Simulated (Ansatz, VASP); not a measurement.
## One calculation of TiTe2, two programs

Contents of INCAR:

```
SYSTEM = TiTe2
PREC = Accurate ; ENCUT = 520
EDIFF = 1E-6 ; ISMEAR = 0
SIGMA = 0.15 ; LREAL = .False.
LASPH = .True. ; NELM = 100
ALGO = Normal ; ISIF = 2
LWAVE = .False. ; LCHARG = .False.
GGA = PE ; IVDW = 12
NBANDS = 19
```

The input KPOINTS:

```
regular mesh
0
Gamma
  18 18 8
  0 0 0
```

Contents of POSCAR:

```
TiTe2
1.0
    3.8834508333      0.0000000000      0.0000000000
   -1.9417254166      3.3631670760      0.0000000000
    0.0000000000      0.0000000000      6.1466468037
Ti Te
1 2
Direct
    0.0000000000      0.0000000000      0.0000000000
    0.6666666667      0.3333333333      0.2628000000
    0.3333333333      0.6666666667      0.7372000000
```

Input for Ansatz:

```yaml
crystal:
  lattice:
    - [3.8834508333, 0.0, 0.0]
    - [-1.9417254166, 3.363167076, 0.0]
    - [0.0, 0.0, 6.1466468037]
  atoms:
    - { symbol: Ti, position: [0.0, 0.0, 0.0] }
    - { symbol: Te, position: [0.6666666667, 0.3333333333, 0.2628] }
    - { symbol: Te, position: [0.3333333333, 0.6666666667, 0.7372] }
basis:
  ecutwfc: 420
kpoints:
  mp_grid: { grid: [18, 18, 8] }
hamiltonian:
  xc: pbe
  dispersion: d3bj
scf:
  occupations: { method: gaussian, width: 0.15 }
output:
  forces: true
  stress: true
  eigenvalues: true
```

Alike in both runs: task single point; functional PBE; dispersion D3(BJ); k mesh 18 × 18 × 8; occupations gaussian, width 0.15 eV; no spin polarisation.

```csv
,VASP,Ansatz
version,VASP 6.6.1,Ansatz 0.2.0
potentials or method,"VASP PAW PBE potentials, release 64 (Ti_sv, Te)","scalar-relativistic, plane waves, PAW"
plane-wave cutoff (eV),520,420
valence electrons in the cell,24,44
```

|  | VASP | Ansatz | Ansatz less VASP |
| --- | --- | --- | --- |
| gap on the k mesh at the Fermi level (eV) | none | none | - |
| pressure (GPa) | -1.7 | -1.6 | +0.02 |
| largest component of the traceless stress (GPa) | 3.06 | 3.06 | 0.000 |
| rms of the force components (eV/Å) | 0.140 | 0.136 | -0.0044 |

Atom by atom the forces differ by 0.004 eV/Å (rms over components). A gap of «none» marks a metal or a gap that the smearing closes. The two sets of potentials don't hold the same shells in valence.

The runs have no spin-orbit coupling, so splittings on Te are missing.
